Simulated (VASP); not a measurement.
# Al (C2/m) in VASP: a series of runs

One crystal, Al, is run at these levels: PBE; tasks: single point.

Program: VASP 6.6.1. These are calculated values, not measurements. Logs are shortened: lines on timing, memory, paths and dates and some standing lists are left out, and cuts for length are marked.

### 1 The cell of the first run

It takes space group C2/m (No. 12, monoclinic). Conventional cell: a = 4.501 Å, b = 3.235 Å, c = 3.066 Å, α = 90.00°, β = 130.88°, γ = 90.00°. Al (site symmetry 2/m) is surrounded by 10 Al at 2.77 to 3.07 Å.

This isn't the form of Al at room conditions, which is fcc.

### 2 Single point, PBE (engineering shear strain xy -0.0350, strain +e along x and -e along y -0.0525)

File INCAR:

```
SYSTEM = Al
PREC     = Accurate       ! precision mode
ENCUT    = 520            ! plane-wave cutoff, eV
EDIFF    = 1E-6           ! SCF threshold, eV
ISMEAR   = 0              ! smearing method
SIGMA    = 0.15           ! smearing width, eV
LREAL    = .False.        ! projectors in reciprocal space
LASPH    = .True.         ! aspherical terms in the spheres
NELM     = 100            ! most SCF steps
ALGO     = Fast           ! electronic algorithm
ISIF     = 2              ! what is computed and relaxed
LWAVE    = .False.        ! write WAVECAR
LCHARG   = .True.         ! write CHGCAR
GGA      = PE             ! functional
LELF     = .True.         ! ELF
LVHAR    = .True.       
NBANDS   = 8              ! bands
```

File KPOINTS:

```
Automatic mesh
0
Gamma
  20 20 20
  0 0 0
```

File POSCAR:

```
Al
1.0
   -1.5608973817      1.7307359569      1.6175102401
    1.5608973817     -1.7307359569      1.6175102401
    1.5042845233      1.6741230985     -1.6175102401
Al
1
Direct
    0.0000000000      0.0000000000      0.0000000000
```

Potentials or basis: VASP PAW PBE potentials, release 64 (Al).

On the command line:

```sh
$ cat potpaw_PBE.64/Al/POTCAR > POTCAR
$ mpirun -np 1 vasp_std > vasp.out
```

OUTCAR:

```text
SYSTEM = Al
   PREC = Accurate
   ENCUT = 520
   EDIFF = 1E-6
   ISMEAR = 0
   LREAL = .False.
   LASPH = .True.
   NELM = 100
   ISIF = 2
   GGA = PE

 ion  position               nearest neighbor table
   1  0.000  0.000  0.000-

  LATTYP: Found a base centered monoclinic cell.
 ALAT       =     4.5013598283
 B/A-ratio  =     0.7186762675
 C/A-ratio  =     0.6810618985
 COS(beta)  =    -0.6545190171

  Lattice vectors:

 A1 = (  -1.5042845233,  -1.6741230985,   1.6175102401)
 A2 = (  -1.5042845233,  -1.6741230985,  -1.6175102401)
 A3 = (   3.0651819050,  -0.0566128584,   0.0000000000)

Analysis of symmetry for initial positions (statically):
=====================================================================
 Subroutine PRICEL returns:
 Original cell was already a primitive cell.

 Routine SETGRP: Setting up the symmetry group for a
 base centered monoclinic supercell.

 Subroutine GETGRP returns: Found  4 space group operations
 (whereof  4 operations were pure point group operations)
 out of a pool of  4 trial point group operations.

The static configuration has the point symmetry C_2h.

Analysis of symmetry for dynamics (positions and initial velocities):
=====================================================================
 Subroutine PRICEL returns:
 Original cell was already a primitive cell.

 Routine SETGRP: Setting up the symmetry group for a
 base centered monoclinic supercell.

 Subroutine GETGRP returns: Found  4 space group operations
 (whereof  4 operations were pure point group operations)
 out of a pool of  4 trial point group operations.

The dynamic configuration has the point symmetry C_2h.

 Subroutine INISYM returns: Found  4 space group operations
 (whereof  4 operations are pure point group operations),
 and found     1 'primitive' translations

----------------------------------------------------------------------------------------

                                     Primitive cell

  volume of cell :      16.8760

  direct lattice vectors                    reciprocal lattice vectors
    -1.560897382  1.730735957  1.617510240     0.005426166  0.293788135  0.309117054
     1.560897382 -1.730735957  1.617510240     0.326345131  0.005426166  0.309117054
     1.504284523  1.674123098 -1.617510240     0.331771297  0.299214301  0.000000000

  length of vectors
     2.836932668  2.836932668  2.771623974     0.426490638  0.449537474  0.446767715

  position of ions in fractional coordinates (direct lattice)
     0.000000000  0.000000000  0.000000000

  ion indices of the primitive-cell ions
   primitive index   ion index
                 1           1

----------------------------------------------------------------------------------------

 KPOINTS: Automatic mesh

Automatic generation of k-mesh.
 Grid dimensions read from file:
 generate k-points for:   20   20   20

 Generating k-lattice:

  Cartesian coordinates                     Fractional coordinates (reciprocal lattice)
     0.000271308  0.014689407  0.015455853     0.050000000 -0.000000000  0.000000000
     0.016317257  0.000271308  0.015455853    -0.000000000  0.050000000  0.000000000
     0.016588565  0.014960715  0.000000000     0.000000000 -0.000000000  0.050000000

  Length of vectors
     0.021324532  0.022476874  0.022338386

  Shift w.r.t. Gamma in fractional coordinates (k-lattice)
     0.000000000  0.000000000  0.000000000

 Subroutine IBZKPT returns following result:
 ===========================================

 Found   2112 irreducible k-points:

 Following reciprocal coordinates:
            Coordinates               Weight
  0.000000  0.000000  0.000000      1.000000
  0.050000  0.000000  0.000000      4.000000
  0.100000  0.000000  0.000000      4.000000
  0.150000  0.000000  0.000000      4.000000
  0.200000  0.000000  0.000000      4.000000
  0.250000  0.000000  0.000000      4.000000
[... 16 lines left out ...]
 -0.450000  0.050000 -0.000000      4.000000
 -0.400000  0.050000 -0.000000      4.000000
 [... further k-points ...]
   k-points           NKPTS =   2112   k-points in BZ     NKDIM =   2112   number of bands    NBANDS=      8
   number of dos      NEDOS =    301   number of ions     NIONS =      1
   total plane-waves  NPLWV =  13824
   dimension x,y,z NGX =    24 NGY =   24 NGZ =   24
   dimension x,y,z NGXF=    48 NGYF=   48 NGZF=   48
   ions per type =               1
   NGX,Y,Z   is equivalent  to a cutoff of  14.06, 14.06, 14.40 a.u.
   NGXF,Y,Z  is equivalent  to a cutoff of  28.13, 28.13, 28.79 a.u.
 SYSTEM =  Al
   PREC   = accura    normal or accurate (medium, high low for compatibility)
   ISTART =      0    job   : 0-new  1-cont  2-samecut
   ICHARG =      2    charge: 1-file 2-atom 10-const
   ISPIN  =      1    spin polarized calculation?
   LNONCOLLINEAR =      F non collinear calculations
   LSORBIT =      F    spin-orbit coupling
   LASPH  =      T    aspherical Exc in radial PAW
   ENCUT  =  520.0 eV  38.22 Ry    6.18 a.u.   5.27  5.27  5.15*2*pi/ulx,y,z
   NELM   =    100;   NELMIN=  2; NELMDL= -5     # of ELM steps
   EDIFF  = 0.1E-05   stopping-criterion for ELM
   LREAL  =      F    real-space projection
   EDIFFG = 0.1E-04   stopping-criterion for IOM
   NSW    =      0    number of steps for IOM
   IBRION =     -1    ionic relax: 0-MD 1-quasi-New 2-CG
   NFREE  =      0    steps in history (QN), initial steepest desc. (CG)
   ISIF   =      2    stress and relaxation
   ISYM   =      2    0-nonsym 1-usesym 2-fastsym
   POTIM  = 0.5000    time-step for ionic-motion
   TEBEG  =    0.0;   TEEND  =   0.0 temperature during run
   PSTRESS=    0.0 pullay stress
   NELECT =       3.0000    total number of electrons
   NUPDOWN=      -1.0000    fix difference up-down
   EMIN   =  10.00;   EMAX   =-10.00  energy-range for DOS
   EFERMI =   0.00;   METHOD = LEGACY
   ISMEAR =     0;   SIGMA  =   0.15  broadening in eV -4-tet -1-fermi 0-gaus
   EFERMI_NEDOS =   21; number of points for ismear=-14 and -15
   IALGO  =     68    algorithm
   IMIX   =      4    mixing-type and parameters
     AMIX     =   0.40;   BMIX     =  1.00
     AMIX_MAG =   1.60;   BMIX_MAG =  1.00
  volume/ion in A,a.u.               =      16.88       113.88
  Fermi-wavevector in a.u.,A,eV,Ry     =   0.920504  1.739500 11.528586  0.847327
  Thomas-Fermi vector in A             =   2.045817
   LORBIT       =      0    0 simple, 1 ext, 2 COOP (PROOUT), +10 PAW based schemes
   GGA     = PE    functional components
   LHFCALC =     F    Hartree Fock is set to
   AEXX    =    0.0000 exact exchange contribution
   IVDW    =     0    specifies the selected vdW correction
   LEPSILON=     F    determine dielectric tensor
   LRPA    =     F    only Hartree local field effects (RPA)
 non-spin polarized calculation
 RMM-DIIS sequential band-by-band and
 Gauss-broadening in eV      SIGMA  =   0.15
  energy-cutoff  :      520.00
  volume of cell :       16.88
 maximum number of plane-waves:       464
 NGX is ok and might be reduce to    24
   NGX = 11   NGY = 11   NGZ = 11

 number of electron       3.0000000 magnetization

 Free energy of the ion-electron system (eV)
  ---------------------------------------------------
  ext. energy  EPLUGINS =         0.00000000
  ---------------------------------------------------
  free energy    TOTEN  =        -3.66005126 eV

  energy without entropy =       -3.65534712  energy(sigma->0) =       -3.65769919

 E-fermi :   7.7578     XC(G=0): -10.1181

 val. band max:        7.7548531964   @ k =  -0.4500   0.4500   0.5000
 cond. band min:       7.7584219029   @ k =  -0.4500  -0.4500   0.4500
 fundamental gap:      0.0035687065
 Fermi energy:         7.7578437406

 k-point     1 :       0.0000    0.0000    0.0000
  band No.  band energies     occupation
      1      -3.2100      2.00000
      2      19.7453      0.00000
      3      20.9022      0.00000
      4      21.4114      0.00000
      5      21.6786      0.00000
      6      22.2145      0.00000
      7      22.6403      0.00000
      8      22.8116      0.00000

 k-point     2 :       0.0500    0.0000    0.0000
  band No.  band energies     occupation
      1      -3.1427      2.00000
      2      18.7946      0.00000
      3      20.4534      0.00000
      4      21.5676      0.00000
      5      21.5962      0.00000
      6      21.9279      0.00000
      7      22.8378      0.00000
      8      23.3694      0.00000

 k-point     3 :       0.1000    0.0000    0.0000
  band No.  band energies     occupation
      1      -2.9409      2.00000
      2      17.0022      0.00000
      3      19.7261      0.00000
      4      20.9731      0.00000
      5      21.4413      0.00000
      6      21.9985      0.00000
      7      22.9672      0.00000
      8      23.9673      0.00000

 k-point     4 :       0.1500    0.0000    0.0000
  band No.  band energies     occupation
      1      -2.6052      2.00000
      2      15.0529      0.00000
      3      19.0230      0.00000
      4      20.2198      0.00000
      5      21.1089      0.00000
      6      21.8806      0.00000
      7      23.1786      0.00000
      8      23.6584      0.00000

 k-point     5 :       0.2000    0.0000    0.0000
  band No.  band energies     occupation
      1      -2.1365      2.00000
      2      13.1144      0.00000
      3      18.3998      0.00000
      4      19.4818      0.00000
      5      20.6876      0.00000
      6      21.4795      0.00000
      7      23.3667      0.00000
      8      23.9776      0.00000

 k-point     6 :       0.2500    0.0000    0.0000
  band No.  band energies     occupation
      1      -1.5361      2.00000
      2      11.2414      0.00000
      3      17.8738      0.00000
      4      18.8126      0.00000
      5      20.2432      0.00000
      6      20.9972      0.00000
      7      23.6667      0.00000
      8      24.6118      0.00000

 k-point     7 :       0.3000    0.0000    0.0000
  band No.  band energies     occupation
      1      -0.8055      2.00000
      2       9.4569      0.00000
      3      17.4510      0.00000
      4      18.2375      0.00000
      5      19.8332      0.00000
      6      20.5475      0.00000
      7      24.1190      0.00000
      8      25.3964      0.00000
[... 133 lines left out ...]
 k-point    20 :       0.4000    0.0500    0.0000
  band No.  band energies     occupation
      1       1.6788      2.00000
      2       5.4378      2.00000
      3      15.7210      0.00000
      4      17.3818      0.00000
      5      19.8224      0.00000
      6      20.2200      0.00000
      7      24.9876      0.00000
      8      28.3611      0.00000

 k-point    21 :       0.4500    0.0500    0.0000
  band No.  band energies     occupation
      1       2.8500      2.00000
      2       4.0395      2.00000
      3      15.5109      0.00000
      4      17.3047      0.00000
      5      19.7269      0.00000
      6      20.1985      0.00000
      7      25.7857      0.00000
      8      28.3358      0.00000

 k-point    22 :       0.5000    0.0500    0.0000
  band No.  band energies     occupation
      1       2.7437      2.00000
      2       4.1559      2.00000
      3      15.4168      0.00000
      4      17.3416      0.00000
      5      19.7278      0.00000
      6      20.2866      0.00000
      7      26.4101      0.00000
      8      27.7407      0.00000

 k-point    23 :      -0.4500    0.0500   -0.0000
  band No.  band energies     occupation
      1       1.5821      2.00000
      2       5.5648      2.00000
      3      15.4394      0.00000
      4      17.4920      0.00000
      5      19.8324      0.00000
      6      20.4776      0.00000
      7      26.1209      0.00000
      8      27.2979      0.00000

 k-point    24 :      -0.4000    0.0500   -0.0000
  band No.  band energies     occupation
      1       0.5408      2.00000
      2       7.0897      2.00000
      3      15.5784      0.00000
      4      17.7550      0.00000
      5      20.0413      0.00000
      6      20.7610      0.00000
      7      25.3858      0.00000
      8      26.4698      0.00000

 [... further k-points ...]

------------------------ aborting loop because EDIFF is reached ----------------------------------------

  FORCE on cell =-STRESS in cart. coord.  units (eV):
  Direction    XX          YY          ZZ          XY          YZ          ZX
  --------------------------------------------------------------------------------------
  -------------------------------------------------------------------------------------
  Total       -0.1212180      0.2082979     -0.0236071      0.1405247     -0.0000000      0.0000000
  in kB      -11.5082318     19.7754553     -2.2412169     13.3411786     -0.0000000      0.0000000
  external PRESSURE =       2.0086689 kB  Pullay stress =       0.0000000 kB

 VOLUME and BASIS-vectors are now :
 -----------------------------------------------------------------------------
  energy-cutoff  :      520.00
  volume of cell :       16.88
      direct lattice vectors                 reciprocal lattice vectors
    -1.560897382  1.730735957  1.617510240     0.005426166  0.293788135  0.309117054
     1.560897382 -1.730735957  1.617510240     0.326345131  0.005426166  0.309117054
     1.504284523  1.674123098 -1.617510240     0.331771297  0.299214301  0.000000000

 POSITION                                       TOTAL-FORCE (eV/Angst)
 -----------------------------------------------------------------------------------
      0.00000      0.00000      0.00000         0.000000     -0.000000      0.000000
 -----------------------------------------------------------------------------------
    total drift:                                0.000000      0.000000      0.000000

  FREE ENERGIE OF THE ION-ELECTRON SYSTEM (eV)
  ---------------------------------------------------
  free  energy   TOTEN  =        -3.6600512647 eV

  energy  without entropy=       -3.6553471176  energy(sigma->0) =       -3.65769919
```

Wall time 2.3 min (1 thread of AMD EPYC 9R45 (Zen 5), shared host); peak memory 0.31 GiB.

Results:

```
Free energy            : -3.6601 eV
Pressure               : 0.2 GPa
Band gap on the k mesh : none (metal or under the smearing width)
```

Stress tensor (GPa, compression positive):
```
-1.15  1.33  0.00
 1.33  1.98  0.00
 0.00  0.00 -0.22
```

Levels at points of the mesh, in eV from the Fermi level:
```csv
k point,band 1,band 2,band 3,band 4
"(0.00, 0.00, 0.00)",-10.97,11.99,13.14,13.65
"(0.50, 0.00, 0.00)",-4.46,-4.30,9.01,9.36
"(0.00, 0.50, 0.00)",-3.96,-3.33,7.01,7.21
"(0.50, 0.50, 0.00)",-4.35,-4.09,8.32,8.37
"(0.00, 0.00, 0.50)",-4.04,-3.43,7.71,8.15
"(0.50, 0.50, 0.50)",0.51,1.81,2.23,3.24
```

(Continued in part 2 of 2.)
